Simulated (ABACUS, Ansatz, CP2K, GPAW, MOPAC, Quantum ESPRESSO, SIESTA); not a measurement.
**The bulk modulus of C, sorted by core time**

The structure is cubic, space group Fd-3m (No. 227). Conventional cell: a = 3.567 Å, b = 3.567 Å, c = 3.567 Å, α = 90.00°, β = 90.00°, γ = 90.00°. C (site symmetry -43m) has 4 C at 1.54 Å as nearest neighbours.

```tsv
rung	level	program and potentials	cutoff (eV)	k mesh	smearing	core time	chip	bulk modulus (GPa)	miss	notes
GGA	PBEsol	Ansatz, all-electron LAPW, scalar-relativistic	-	13 × 13 × 13	fermi-dirac 0.05	38 s	Arm Neoverse V1	450.3	+1.6 %	-
GGA	SOGGA	GPAW, PAW data sets generated for this functional	800	10 × 10 × 10	fermi-dirac 0.05	56 s	Arm Neoverse V1	451.6	+1.9 %	-
GGA + dispersion	BLYP+D3(BJ)	GPAW, PAW data sets generated for this functional	800	10 × 10 × 10	fermi-dirac 0.05	57 s	Arm Neoverse V1	(a)	?	-
tight binding or semi-empirical	PM6	MOPAC, the method's own minimal valence basis	-	1 × 1 × 1	none	94 s	Arm Neoverse N1	733.9	+65.7 %	coarse mesh; Γ point of a 4 × 4 × 4 supercell
GGA	PBE	ABACUS, PseudoDojo NC SR 0.4.1 PBE standard, plane waves	1116	13 × 13 × 13	fermi-dirac 0.05	2.4 min	Intel Xeon Platinum 8259CL Skylake/Cascade Lake	(b)	?	-
GGA + dispersion	BLYP+D3(BJ)	SIESTA, files PseudoDojo sr-pbe-0.4.1-standard, DZP (energy shift 0.002 Ry)	-	13 × 13 × 13	fermi-dirac 0.05	3.9 min	Arm Neoverse V2	403.0	-9.0 %	atomic basis; potentials made for PBE
GGA	PBE	SIESTA, files PseudoDojo sr-pbe-0.4.1-standard, DZP (energy shift 0.002 Ry)	-	13 × 13 × 13	fermi-dirac 0.05	4.9 min	Intel Xeon 6975P-C Granite Rapids	422.2	-4.7 %	atomic basis
non-local van der Waals functional	rev-vdW-DF2	Quantum ESPRESSO, PseudoDojo 0.4.1 SR PBE standard	1116	13 × 13 × 13	fermi-dirac 0.05	8.2 min	Arm Neoverse V1	433.1	-2.2 %	potentials made for PBE
LDA	LDA	CP2K, GTH_POTENTIALS C GTH-PADE-q4; TZVP-MOLOPT-PBE-GTH basis	-	13 × 13 × 13	fermi-dirac 0.1	11 min	Intel Xeon Platinum 8259CL Skylake/Cascade Lake	461.7	+4.2 %	atomic basis
```

Times are single runs on shared hosts and different chips, so they are rough; meshes, cutoffs and the tasks' sizes weigh on the time. Task: equation of state. All rows: no spin polarisation. Smearing widths are in eV. The cell comes from a database and isn't always the measured one. Meshes differ between rows, which moves values too. Meshes are those of the run's cell of 2 atoms unless a note names another. Misses use the values as printed. Runs on faulty files, with rough fits or with known faults for this quantity aren't shown. No row holds spin-orbit coupling.

Measured: 443 GPa (arxiv:1701.05631). The runs are for a static lattice.

Problem. Estimate the values left out from the other rows.

Solution. (a) 423.2 GPa, miss -4.5 %; (b) 432.5 GPa, miss -2.4 %.
